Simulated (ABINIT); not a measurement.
SrO:

```xyz
2
Lattice="0.0000 2.5663 2.5663 2.5663 0.0000 2.5663 2.5663 2.5663 0.0000" Properties=species:S:1:pos:R:3 pbc="T T T"
Sr    2.5663    2.5663    2.5663
O     0.0000    0.0000    0.0000
```

- Program: ABINIT 10.8.3 (patched build)
- Task: relaxation of cell and atoms
- Functional: PBE
- Potentials or basis: JTH PAW PBE v2.0
- Cutoff: 626 eV
- k mesh: 9 × 9 × 9
- Occupations: fermi-dirac, width 0.05 eV
- Spin: no spin polarisation

At the start: pressure 3.2 GPa; volume 16.90 Å³/atom.

Task: Where does the relaxation end?

Result: Over 4 steps the energy falls by 5.8 meV/atom and the volume is 17.50 Å³/atom (+3.5 %); space group Fm-3m (No. 225, to 0.05 Å).

Step by step:
```tsv
step	energy change (eV)	largest force (eV/Å)	pressure (GPa)	volume (Å³)
1	0.0000	0.0000	3.19	33.80
2	-0.0056	0.0000	2.25	34.13
3	-0.0117	0.0000	0.09	34.97
4	-0.0117	0.0000	0.00	35.00
```

Final structure:
```yaml
crystal:
  lattice:
    - [0.00000, 2.59631, 2.59631]
    - [2.59631, 0.00000, 2.59631]
    - [2.59631, 2.59631, 0.00000]
  atoms:
    - { symbol: Sr, position: [0.50000, 0.50000, 0.50000] }
    - { symbol: O, position: [0.00000, 0.00000, 0.00000] }
```
